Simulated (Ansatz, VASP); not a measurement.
# CuI (Marshite): VASP beside Ansatz, part 2 of 2

Wanted: the spread between two codes on one cell, functional and k mesh.

VASP 6.6.1 and Ansatz 0.2.0.

So far: The structure; Ansatz: G0W0 gap, PBE.

The database entry behind the starting cell differs from later determinations by our own check (about 0.15 % long (mineral sample)), so it need not match the best structure at ambient conditions.

In doubt: one-shot GW on d or f shells is unsure, so the values of those runs are not to be relied on.

### Step 3. VASP: G0W0 gap, PBE

Level of this step: G0W0 on PBE; plane waves and PAW (Cu_GW, I_GW) (VASP).

The same cell, functional and mesh now go to VASP, with its own data sets and cutoff.

Lines of VASP's logs that name or quote its potential files are left out, and so is its time.

The run reads the wave functions of an earlier VASP run, which isn't shown here.

The input, INCAR:

```
SYSTEM = CuI
PREC = Accurate
ENCUT = 440
ISMEAR = 0
SIGMA = 0.01
LREAL = .FALSE.
GGA = PE
NBANDS = 128
LASPH = .TRUE.
ALGO = EVGW0
NELMGW = 1
ENCUTGW = 100
NOMEGA = 48
PRECFOCK = Fast
NBANDSGW = 24
LWAVE = .FALSE.
LCHARG = .FALSE.
```

The input, POSCAR:

```
CuI
1.0
    0.0000000000      3.0315000000      3.0315000000
    3.0315000000      0.0000000000      3.0315000000
    3.0315000000      3.0315000000      0.0000000000
Cu I
1 1
Direct
    0.2500000000      0.2500000000      0.2500000000
    0.0000000000      0.0000000000      0.0000000000
```

The input, KPOINTS:

```
Automatic mesh
0
Gamma
4 4 4
0 0 0
```

PAW data sets: Cu_GW and I_GW (PBE family, release 64).

The run is started by

```
> mpirun -np 8 vasp_std
```

Numbers of over 12 decimals in the logs are rounded to 6 here.

The log of the run:

```text
[banner, memory and clock lines left out]
running    8 mpi-ranks, on    1 nodes
 distrk:  each k-point on    8 cores,    1 groups
 distr:  one band on    1 cores,    8 groups

 POSCAR found type information on POSCAR CuI
 POSCAR found :  2 types and       2 ions
|                                                                             |
|           W    W    AA    RRRRR   N    N  II  N    N   GGGG   !!!           |
|           W    W   A  A   R    R  NN   N  II  NN   N  G    G  !!!           |
|           W    W  A    A  R    R  N N  N  II  N N  N  G       !!!           |
|           W WW W  AAAAAA  RRRRR   N  N N  II  N  N N  G  GGG   !            |
|           WW  WW  A    A  R   R   N   NN  II  N   NN  G    G                |
|           W    W  A    A  R    R  N    N  II  N    N   GGGG   !!!           |
|                                                                             |
|     For optimal performance we recommend to set                             |
|       NCORE = 2 up to number-of-cores-per-socket                            |
|     NCORE specifies how many cores store one orbital (NPAR=cpu/NCORE).      |
|     This setting can greatly improve the performance of VASP for DFT.       |
|     The default, NCORE=1 might be grossly inefficient on modern             |
|     multi-core architectures or massively parallel machines. Do your        |
|     Unfortunately you need to use the default for GW and RPA                |
|     calculations (for HF NCORE is supported but not extensively tested      |
|     yet).                                                                   |
|                                                                             |

|                                                                             |
|           W    W    AA    RRRRR   N    N  II  N    N   GGGG   !!!           |
|           W    W   A  A   R    R  NN   N  II  NN   N  G    G  !!!           |
|           W    W  A    A  R    R  N N  N  II  N N  N  G       !!!           |
|           W WW W  AAAAAA  RRRRR   N  N N  II  N  N N  G  GGG   !            |
|           WW  WW  A    A  R   R   N   NN  II  N   NN  G    G                |
|           W    W  A    A  R    R  N    N  II  N    N   GGGG   !!!           |
|                                                                             |
|     The default for ENCUTGWSOFT is different in this version of VASP.       |
|     please manually set ENCUTGWSOFT =100 in the INCAR file.                 |
|                                                                             |

 LDA part: xc-table for (Slater+PW92), standard interpolation
 found WAVECAR, reading the header
 POSCAR, INCAR and KPOINTS ok, starting setup
 FFT: planning ... GRIDC
 FFT: planning ... GRID_SOFT
 FFT: planning ... GRID
 reading WAVECAR
 the WAVECAR file was read successfully
 initial charge from wavefunction
 available memory per node:     64.83 GB, setting MAXMEM to     66385

 The Fermi energy was updated, please check that it is located mid-gap
 values below the HOMO (VB) or above the LUMO (CB) will cause erroneous energies
 E-fermi :   4.5312

 calculate exact exchange contribution
 the WAVEDER file was read successfully
energies w=
    0.000    0.000    0.497    0.000    0.992    0.000    1.482    0.000
    1.967    0.000    2.445    0.000    2.915    0.000    3.377    0.000
    3.830    0.000    4.274    0.000    4.711    0.000    5.140    0.000
    5.564    0.000    5.982    0.000    6.397    0.000    6.809    0.000
    7.221    0.000    7.635    0.000    8.051    0.000    8.472    0.000
    8.900    0.000    9.338    0.000    9.788    0.000   10.254    0.000
   10.738    0.000   11.244    0.000   11.777    0.000   12.342    0.000
   12.946    0.000   13.595    0.000   14.300    0.000   15.070    0.000
   15.921    0.000   16.870    0.000   17.939    0.000   19.159    0.000
   20.568    0.000   22.221    0.000   24.192    0.000   26.589    0.000
   29.570    0.000   33.384    0.000   38.437    0.000   45.443    0.000
   55.790    0.000   72.565    0.000  104.330    0.000  186.884    0.000
 responsefunction array rank=     144
 LDA part: xc-table for (Slater+PW92), standard interpolation

 min. memory requirement per mpi rank    119.0 MB, per node    951.8 MB

 allocating   6 responsefunctions rank=   144
 shmem allocating  48 responsefunctions rank=   144
 response function shared by NCSHMEM nodes    1
 Doing            6  frequencies on each core in blocks of           48
NQ=   1    0.0000    0.0000    0.0000,
|.........|.........|.........|.........|.........|.........|.........|.........
 performed        186000 updates of chi_q(r,r)
 total number of BLAS operations         27.96 Gflops
NQ=   2    0.2500    0.0000    0.0000,
|.........|.........|.........|.........|.........|.........|.........|.........
 performed        544000 updates of chi_q(r,r)
 total number of BLAS operations         77.90 Gflops
NQ=   3    0.5000    0.0000    0.0000,
|.........|.........|.........|.........|.........|.........|.........|.........
 performed        853000 updates of chi_q(r,r)
 total number of BLAS operations        113.52 Gflops
NQ=   4    0.2500    0.2500    0.0000,
|.........|.........|.........|.........|.........|.........|.........|.........
 performed       1211000 updates of chi_q(r,r)
 total number of BLAS operations        164.21 Gflops
NQ=   5    0.5000    0.2500    0.0000,
|.........|.........|.........|.........|.........|.........|.........|.........
 performed       1704000 updates of chi_q(r,r)
 total number of BLAS operations        224.91 Gflops
NQ=   6   -0.2500    0.2500    0.0000,
|.........|.........|.........|.........|.........|.........|.........|.........
 performed       2148000 updates of chi_q(r,r)
 total number of BLAS operations        280.45 Gflops
NQ=   7    0.5000    0.5000    0.0000,
|.........|.........|.........|.........|.........|.........|.........|.........
 performed       2420000 updates of chi_q(r,r)
 total number of BLAS operations        309.76 Gflops
NQ=   8   -0.2500    0.5000    0.2500,
|.........|.........|.........|.........|.........|.........|.........|.........
 performed       2765000 updates of chi_q(r,r)
 total number of BLAS operations        347.00 Gflops
 resolving degeneracies of screened two electron integrals

 calculate QP shifts <psi_nk| G(iteration)W_0 |psi_nk>: iteration 1
 entering main loop
```

From OUTCAR (step 3):

```text
ion  position               nearest neighbor table
   1  0.250  0.250  0.250-   2 2.63   2 2.63   2 2.63   2 2.63
   2  0.000  0.000  0.000-   1 2.63   1 2.63   1 2.63   1 2.63

  LATTYP: Found a face centered cubic cell.
 ALAT       =     6.0630000000

 Subroutine GETGRP returns: Found 24 space group operations
 (whereof 24 operations were pure point group operations)

The static configuration has the point symmetry T_d .

 Found      8 irreducible k-points:

   k-points           NKPTS =      8   k-points in BZ     NKDIM =     64   number of bands    NBANDS=    128

   dimension x,y,z NGX =    30 NGY =   30 NGZ =   30
   dimension x,y,z NGXF=    60 NGYF=   60 NGZF=   60

   ENCUT  =  440.0 eV  32.34 Ry    5.69 a.u.   7.33  7.33  7.33*2*pi/ulx,y,z

   NELECT =      18.0000    total number of electrons

  energy-cutoff  :      440.00
  volume of cell :       55.72
      direct lattice vectors                 reciprocal lattice vectors
     0.000000000  3.031500000  3.031500000    -0.164934851  0.164934851  0.164934851
     3.031500000  0.000000000  3.031500000     0.164934851 -0.164934851  0.164934851
     3.031500000  3.031500000  0.000000000     0.164934851  0.164934851 -0.164934851

 k-points in reciprocal lattice and weights: Automatic mesh
   0.00000000  0.00000000  0.00000000       0.016
   0.25000000  0.00000000  0.00000000       0.125
   0.50000000  0.00000000  0.00000000       0.062
   0.25000000  0.25000000  0.00000000       0.094
   0.50000000  0.25000000  0.00000000       0.375
  -0.25000000  0.25000000  0.00000000       0.188
   0.50000000  0.50000000  0.00000000       0.047
  -0.25000000  0.50000000  0.25000000       0.094

 E-fermi :   4.5312

 QP shifts <psi_nk| G(iteration)W_0 |psi_nk>: iteration 1
 for sc-GW calculations column KS-energies equals QP-energies in previous step
 and V_xc(KS)=  KS-energies - (<T + V_ion + V_H > + <T+V_H+V_ion>^1  + <V_x>^1)
 k-point   1 :       0.0000    0.0000    0.0000
  band No.  KS-energies  QP-energies   sigma(KS)   V_xc(KS)     V^pw_x(r,r')   Z            occupation Imag(sigma)
    ...
      6       2.1237       1.3403     -20.1077     -18.8701     -28.3490       0.6329       2.0000       0.2347
      7       3.9765       3.2730     -17.9929     -16.9940     -23.0786       0.7043       2.0000       0.1433
      8       3.9765       3.2730     -17.9929     -16.9940     -23.0786       0.7043       2.0000       0.1433
      9       3.9765       3.2730     -17.9929     -16.9940     -23.0786       0.7043       2.0000       0.1433
     10       5.0859       5.5038      -8.7803      -9.3167      -4.9214       0.7790       0.0000      -0.0867
     11       8.8559       9.1063      -8.9428      -9.2708      -4.7717       0.7632       0.0000      -0.1206
     12       8.8559       9.1063      -8.9428      -9.2708      -4.7717       0.7632       0.0000      -0.1206
     13       8.8559       9.1063      -8.9428      -9.2708      -4.7717       0.7632       0.0000      -0.1206
    ...

 k-point   2 :       0.2500    0.0000    0.0000
  band No.  KS-energies  QP-energies   sigma(KS)   V_xc(KS)     V^pw_x(r,r')   Z            occupation Imag(sigma)
    ...
      6       2.1146       1.3355     -20.0628     -18.8292     -28.3014       0.6316       2.0000       0.2362
      7       2.7012       1.9506     -19.3999     -18.2520     -26.6492       0.6539       2.0000       0.2064
      8       3.6056       2.8682     -17.9896     -16.9305     -23.3992       0.6963       2.0000       0.1535
      9       3.6056       2.8682     -17.9896     -16.9305     -23.3992       0.6963       2.0000       0.1535
     10       6.2247       6.6301      -9.0964      -9.6209      -5.1463       0.7729       0.0000      -0.0966
     11       9.4114       9.6800      -9.1338      -9.4883      -4.9000       0.7579       0.0000      -0.1325
     12       9.4114       9.6800      -9.1338      -9.4883      -4.9000       0.7579       0.0000      -0.1325
     13       9.4484       9.6943      -9.0715      -9.3952      -4.8712       0.7596       0.0000      -0.1377
    ...

 k-point   3 :       0.5000    0.0000    0.0000
  band No.  KS-energies  QP-energies   sigma(KS)   V_xc(KS)     V^pw_x(r,r')   Z            occupation Imag(sigma)
    ...
      6       2.1518       1.3775     -20.1878     -18.9629     -28.4840       0.6320       2.0000       0.2371
      7       2.1963       1.4285     -19.9643     -18.7498     -28.1855       0.6322       2.0000       0.2452
      8       3.2672       2.5014     -17.9582     -16.8452     -23.6622       0.6881       2.0000       0.1638
      9       3.2672       2.5014     -17.9582     -16.8452     -23.6622       0.6881       2.0000       0.1638
     10       6.1126       6.4856      -9.2911      -9.7733      -5.5325       0.7736       0.0000      -0.0939
     11       9.3970       9.6268      -9.1691      -9.4716      -5.1183       0.7597       0.0000      -0.1292
     12       9.3970       9.6268      -9.1691      -9.4716      -5.1183       0.7597       0.0000      -0.1292
     13      11.3674      11.3998      -7.9651      -8.0080      -3.4148       0.7553       0.0000      -0.2214
    ...

 k-point   4 :       0.2500    0.2500    0.0000
  band No.  KS-energies  QP-energies   sigma(KS)   V_xc(KS)     V^pw_x(r,r')   Z            occupation Imag(sigma)
    ...
      6       2.1673       1.3837     -20.2232     -18.9890     -28.5204       0.6350       2.0000       0.2340
      7       2.8808       2.1552     -19.2823     -18.1861     -26.1979       0.6619       2.0000       0.1933
      8       3.0970       2.3314     -18.2911     -17.1610     -24.4090       0.6775       2.0000       0.1751
      9       3.0970       2.3314     -18.2911     -17.1610     -24.4090       0.6775       2.0000       0.1751
     10       7.1775       7.6038     -10.0744     -10.6351      -6.2265       0.7604       0.0000      -0.1045
     11       7.3634       7.4908      -8.2603      -8.4242      -4.4696       0.7772       0.0000      -0.1030
     12      10.7673      11.0894      -9.4603      -9.8886      -4.9096       0.7521       0.0000      -0.1849
     13      10.7673      11.0894      -9.4603      -9.8886      -4.9096       0.7521       0.0000      -0.1849
    ...

[... 4 further parts left out ...]
```

### Step 4. Comparison

Known differences besides the potentials themselves: the two programs' PAW sets differ in cores and partial waves; the data sets hold 36 valence electrons in Ansatz (default PAW (the set named soft_2) files) and 18 in VASP; the cutoff is 420 eV in Ansatz and 440 eV in VASP; Ansatz integrates over frequency by contour deformation, VASP on a grid of NOMEGA points. Total energies have different zeros and are not compared.

Both answers:

| quantity | Ansatz | VASP | difference |
| --- | --- | --- | --- |
| G0W0 gap on the mesh (eV) | 2.04 | 2.23 | -0.19 |
| PBE gap under it (eV) | 1.12 | 1.11 | +0.01 |

### Step 5. What the set-up changes

Further runs change the set-up of one program: Ansatz's method, potentials or start, or VASP's data sets, cutoff or form of LDA. The table gives Ansatz less VASP for each quantity, since a change that brings one quantity closer may part another.

```csv
run,G0W0 gap on the mesh (eV),PBE gap under it (eV)
as above,-0.19,0.0090
Ansatz's larger PAW set (cutoff 1050 eV),-0.19,0.0082
norm-conserving potentials (cutoff 1252 eV),-0.16,0.026
```

### Step 6. Summary of results

- difference in G0W0 gap on the mesh (G0W0 gap, PBE): -0.19 eV

The difference in G0W0 gap on the mesh is -0.19 eV (G0W0 gap, PBE), beyond the 0.15 eV picked in this series as the mark of a large difference. G0W0 gap, PBE, norm-conserving potentials (cutoff 1252 eV): the difference in PBE gap under it goes from 0.0090 to 0.026 eV. Such differences can come from data sets, numerical settings and the points named under the comparisons, not from the functional's error against experiment.

[Lines on the potential files, build, host, timing and source positions are cut from VASP's logs without a mark.]

[Logs are printed without paths, hosts, clocks, repeated set-up lines and the standing remarks that a program may print on its own settings, such as how far it seeks lower states.]

[Hosts, paths, dates, database ids (printed as entryN), source tags and the programs' standing remarks are cut or masked in the printed files.]
